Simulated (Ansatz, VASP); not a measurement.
## One calculation of Ta, two programs

```
Ta
1.0
    -1.62369    1.62369    1.62369
     1.62369   -1.62369    1.62369
     1.62369    1.62369   -1.62369
Ta
1
Direct
  0.00000 0.00000 0.00000
```

Alike in both runs: task single point; functional PBEsol; k mesh 18 × 18 × 18; occupations gaussian, width 0.1 eV; no spin polarisation.

|  | VASP | Ansatz |
| --- | --- | --- |
| version | VASP 6.6.1 | Ansatz 0.2.0 |
| potentials or method | VASP PAW PBE potentials, release 64 (Ta_pv) | scalar-relativistic, plane waves, PAW |
| plane-wave cutoff (eV) | 520 | 420 |
| valence electrons in the cell | 11 | 13 |

VASP gave:

- gap on the k mesh at the Fermi level (eV): none
- pressure (GPa): 6.9

Q: Estimate Ansatz's values.

A: gap on the k mesh at the Fermi level (eV): none; pressure (GPa): 6.7.

A gap of «none» marks a metal or a gap that the smearing closes. The two sets of potentials don't hold the same shells in valence.

Caveats: the PAW data sets were made with another functional, which shifts forces and pressure a little (VASP). The runs have no spin-orbit coupling, so splittings on Ta are missing.
